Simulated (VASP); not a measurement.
# C in VASP: further runs, part 2 of 2

VASP 6.6.1. Earlier steps stand in the parts before.

## Step 4: Single point, PBE+D3(BJ)

This run uses another cell than the first one, of 80.67 Å³/atom, 1.094 times its volume.

INCAR reads:

```
PREC     = Accurate       # precision mode
ENCUT    = 520            # plane-wave cutoff, eV
EDIFF    = 1E-6           # SCF threshold, eV
ISMEAR   = 0              # smearing method
SIGMA    = 0.1            # smearing width, eV
LREAL    = False          # projectors in reciprocal space
LASPH    = True           # aspherical terms in the spheres
NELM     = 100            # most SCF steps
ALGO     = Fast           # electronic algorithm
ISIF     = 2              # what is computed and relaxed
LWAVE    = False          # write WAVECAR
LCHARG   = False          # write CHGCAR
LDIPOL   = True         
IDIPOL   = 3            
DIPOL    = 0.5 0.5 0.500
GGA      = PE             # functional
IVDW     = 12             # dispersion correction
NBANDS   = 11             # bands
```

KPOINTS reads:

```
regular mesh
0
Gamma
  9 9 1
```

POSCAR reads:

```
C
1.0
    2.5795255378      0.0000000000      0.0000000000
   -1.2897627689      2.2339346454      0.0000000000
    0.0000000000      0.0000000000     28.0000000000
C
2
Direct
    0.3333333333      0.6666666667      0.5054285714
    0.6666666667      0.3333333333      0.4945714286
```

On the command line:

```sh
$ cat potpaw_PBE.64/C/POTCAR > POTCAR
$ mpirun -np 1 vasp_std > vasp.out
```

It took 32 s on 1 thread of Intel Xeon Platinum 8488C (Sapphire Rapids), shared host; peak memory 0.25 GiB.

Results (log left out):

```
Free energy                : -17.6043 eV
Largest force              : 4.961 eV/Å
Band gap on the k mesh     : none (metal or under the smearing width)
Dispersion energy per atom : -0.084 eV
```

Forces in eV/Å, atoms in the order of the input:
```
C    0.000  0.000 -4.961
C    0.000  0.000  4.961
```

Levels at points of the mesh, in eV from the Fermi level:
```csv
k point,band 1,band 2,band 3,band 4,band 5,band 6,band 7,band 8
"(0.00, 0.00, 0.00)",-18.00,-6.41,-2.19,-2.19,3.30,4.64,4.87,5.28
```

## Step 5: Single point, PBE+D3(BJ) (the clean substrate in the cell of the map)

INCAR reads:

```
ALGO = Fast
DIPOL = 0.5 0.5 0.241
EDIFF = 1E-6
ENCUT = 520
GGA = PE
IDIPOL = 3
ISIF = 2
ISMEAR = 0
IVDW = 12
LASPH = True
LCHARG = True
LDIPOL = True
LELF = True
LREAL = False
LVACPOTAV = True
LVHAR = True
LWAVE = False
NBANDS = 26
NELM = 60
PREC = Accurate
SIGMA = 0.1
```

KPOINTS reads:

```
k-points
0
Gamma
  6 6 1
```

POSCAR reads:

```
C
1.0
    4.9314379154      0.0000000000      0.0000000000
   -2.4657189577      4.2707505119      0.0000000000
    0.0000000000      0.0000000000     16.6000000000
C
8
Direct
    0.1666666667      0.3333333333      0.2409638554
    0.1666666667      0.8333333333      0.2409638554
    0.6666666667      0.3333333333      0.2409638554
    0.6666666667      0.8333333333      0.2409638554
    0.3333333333      0.1666666667      0.2409638554
    0.3333333333      0.6666666667      0.2409638554
    0.8333333333      0.1666666667      0.2409638554
    0.8333333333      0.6666666667      0.2409638554
```

Potentials or basis: VASP PAW PBE potentials, release 64 (C).

On the command line:

```sh
$ cat potpaw_PBE.64/C/POTCAR > POTCAR
$ mpirun -np 1 vasp_std > vasp.out
```

OUTCAR:

```text
EDIFF = 1E-6
   ENCUT = 520
   GGA = PE
   ISIF = 2
   ISMEAR = 0
   IVDW = 12
   LASPH = True
   LREAL = False
   NELM = 60
   PREC = Accurate
 IVDW          = 12

 ion  position               nearest neighbor table
   1  0.167  0.333  0.241-   5 1.42   6 1.42   7 1.42
   2  0.167  0.833  0.241-   6 1.42   5 1.42   8 1.42
   3  0.667  0.333  0.241-   7 1.42   8 1.42   5 1.42
   4  0.667  0.833  0.241-   8 1.42   7 1.42   6 1.42
   5  0.333  0.167  0.241-   1 1.42   2 1.42   3 1.42
   6  0.333  0.667  0.241-   2 1.42   1 1.42   4 1.42
   7  0.833  0.167  0.241-   3 1.42   4 1.42   1 1.42
   8  0.833  0.667  0.241-   4 1.42   3 1.42   2 1.42
[... 7 lines left out ...]
 A1 = (   4.9314379154,   0.0000000000,   0.0000000000)
 A2 = (  -2.4657189577,   4.2707505119,   0.0000000000)
 A3 = (   0.0000000000,   0.0000000000,  16.6000000000)

Analysis of symmetry for initial positions (statically):
=====================================================================
 Subroutine PRICEL returns following result:

  LATTYP: Found a hexagonal cell.
 ALAT       =     2.4657189577
 C/A-ratio  =     6.7323163283

  Lattice vectors:

 A1 = (   2.4657189577,   0.0000000000,   0.0000000000)
 A2 = (  -1.2328594789,   2.1353752560,   0.0000000000)
 A3 = (   0.0000000000,   0.0000000000,  16.6000000000)

   4 primitive cells build up your supercell.

 Routine SETGRP: Setting up the symmetry group for a
 hexagonal supercell.

 Subroutine GETGRP returns: Found 24 space group operations
 (whereof 12 operations were pure point group operations)
 out of a pool of 24 trial point group operations.

The static configuration has the point symmetry C_6v.
 The point group associated with its full space group is D_6h.

Analysis of symmetry for dynamics (positions and initial velocities):
=====================================================================
 Subroutine PRICEL returns following result:
[... 132 lines left out ...]
   LEPSILON=     F    determine dielectric tensor
   LRPA    =     F    only Hartree local field effects (RPA)
 non-spin polarized calculation
 RMM-DIIS sequential band-by-band and
 Gauss-broadening in eV      SIGMA  =   0.10
  energy-cutoff  :      520.00
  volume of cell :      349.61
 maximum number of plane-waves:      9438
 NGX is ok and might be reduce to    40
   NGX = 19   NGY = 19   NGZ = 61

 dipolmoment           0.000000      0.000000      0.000151 electrons x Angstroem

 number of electron      31.9999998 magnetization

 dipolmoment           0.000000      0.000000     -0.000001 electrons x Angstroem

 Free energy of the ion-electron system (eV)
  ---------------------------------------------------
  ext. energy  EPLUGINS =         0.00000000
  ---------------------------------------------------
  free energy    TOTEN  =       -73.78369313 eV

  energy without entropy =      -73.77742436  energy(sigma->0) =      -73.78055874

 E-fermi :  -2.4339     XC(G=0):  -2.5902

 val. band max:       -2.4339405730   @ k =   0.3333   0.3333   0.0000
 cond. band min:      -2.4339405623   @ k =   0.3333   0.3333   0.0000
 fundamental gap:      0.0000000107
 Fermi energy:        -2.4339405676

 k-point     1 :       0.0000    0.0000    0.0000
  band No.  band energies     occupation
      1     -21.9591      2.00000
      2     -16.7166      2.00000
      3     -16.7166      2.00000
      4     -16.7166      2.00000
      5     -15.6753      2.00000
      6     -15.6753      2.00000
[... 192 lines left out ...]
     25       7.5758      0.00000
     26       7.5808      0.00000

------------------------ aborting loop because EDIFF is reached ----------------------------------------

 Edisp (eV)   -0.70938

 E8    (eV) :    -0.2218

  FORCE on cell =-STRESS in cart. coord.  units (eV):
  Direction    XX          YY          ZZ          XY          YZ          ZX
  --------------------------------------------------------------------------------------
  -------------------------------------------------------------------------------------
  Total       0.33992     0.33992    -0.04523     0.00000     0.00000     0.00000
  in kB       1.55778     1.55778    -0.20727     0.00000     0.00000     0.00000
  external pressure =        0.97 kB  Pullay stress =        0.00 kB

 VOLUME and BASIS-vectors are now :
 -----------------------------------------------------------------------------
  energy-cutoff  :      520.00
  volume of cell :      349.61
      direct lattice vectors                 reciprocal lattice vectors
     4.931437915  0.000000000  0.000000000     0.202780612  0.117075441  0.000000000
    -2.465718958  4.270750512  0.000000000     0.000000000  0.234150882  0.000000000
     0.000000000  0.000000000 16.600000000     0.000000000  0.000000000  0.060240964

 POSITION                                       TOTAL-FORCE (eV/Angst)
 -----------------------------------------------------------------------------------
      0.00000      1.42358      4.00000        -0.000000      0.000000     -0.000000
     -1.23286      3.55896      4.00000        -0.000000     -0.000000     -0.000000
      2.46572      1.42358      4.00000        -0.000000      0.000000      0.000000
      1.23286      3.55896      4.00000        -0.000000      0.000000      0.000000
      1.23286      0.71179      4.00000         0.000000     -0.000000      0.000000
     -0.00000      2.84717      4.00000         0.000000     -0.000000     -0.000000
      3.69858      0.71179      4.00000         0.000000      0.000000      0.000000
      2.46572      2.84717      4.00000         0.000000     -0.000000     -0.000000
 -----------------------------------------------------------------------------------
    total drift:                               -0.000000     -0.000000      0.000033

  FREE ENERGIE OF THE ION-ELECTRON SYSTEM (eV)
  ---------------------------------------------------
  free  energy   TOTEN  =       -74.4930747564 eV

  energy  without entropy=      -74.4868059832  energy(sigma->0) =      -74.48994037

 vacuum level on the upper side and lower side of the slab         1.810         1.810
```

Wall time 67 s (1 thread of Intel Xeon 6975P-C (Granite Rapids), shared host); peak memory 0.46 GiB.

What came out:

| Property | Result |
| --- | --- |
| Free energy | -74.4931 eV |
| Band gap on the k mesh | none (metal or under the smearing width) |
| Dispersion energy per atom | -0.089 eV |
| Work function of the upper face | 4.24 eV |
| Work function of the lower face | 4.24 eV |

## Step 6: Single point, PBE+D3(BJ)

INCAR reads:

```
SYSTEM = C
PREC = Accurate
ENCUT = 520
EDIFF = 1E-7
ISMEAR = 0
SIGMA = 0.1
LREAL = .FALSE.
LASPH = .TRUE.
NELM = 80
ALGO = Fast
ISIF = 2
LWAVE = .FALSE.
LCHARG = .FALSE.
LDIPOL = .TRUE.
IDIPOL = 3
DIPOL = 0.5 0.5 0.500
GGA = PE
IVDW = 12
NBANDS = 11
```

KPOINTS reads:

```
regular mesh
0
G
  9 9 1
  0 0 0
```

POSCAR reads:

```
C
1.0
    2.4660651700      0.0000000000      0.0000000000
   -1.2330325850      2.1356750846      0.0000000000
    0.0000000000      0.0000000000     28.0000000000
C
2
Direct
    0.3333333333      0.6666666667      0.5000000752
    0.6666666667      0.3333333333      0.4999999248
```

Potentials or basis: VASP PAW PBE potentials, release 64 (C).

On the command line:

```sh
$ cat potpaw_PBE.64/C/POTCAR > POTCAR
$ mpirun -np 1 vasp_std > vasp.out
```

Run time: 17 s. Hardware: 1 thread of Intel Xeon 6975P-C (Granite Rapids), shared host; peak memory 0.23 GiB.

It converged, with:

* Free energy: -18.6146 eV
* Band gap on the k mesh: none (metal or under the smearing width)
* Dispersion energy per atom: -0.089 eV

Levels at points of the mesh, in eV from the Fermi level:
| k point | band 1 | band 2 | band 3 | band 4 | band 5 | band 6 | band 7 | band 8 | band 9 |
| --- | --- | --- | --- | --- | --- | --- | --- | --- | --- |
| (0.00, 0.00, 0.00) | -19.52 | -7.62 | -3.05 | -3.05 | 3.26 | 4.04 | 4.29 | 4.68 | 4.92 |

## Step 7: Overview

| cell | k mesh | gap on the mesh (eV) |
| --- | --- | --- |
| the lower layer alone in the bilayer's cell | 15 × 15 × 1 | none |
| P6/mmm, 73.73 Å³/atom | 9 × 9 × 1 | none |
| P-3m1, 80.67 Å³/atom | 9 × 9 × 1 | none |
| the clean substrate in the cell of the map | 6 × 6 × 1 | none |

Alike in all rows: task single point; level PBE+D3(BJ); potentials or basis VASP PAW PBE potentials, release 64 (C); no spin polarisation; cutoff (eV) 520; smearing gaussian 0.1 eV.

Absolute energies hang on the potentials; compare differences alone.
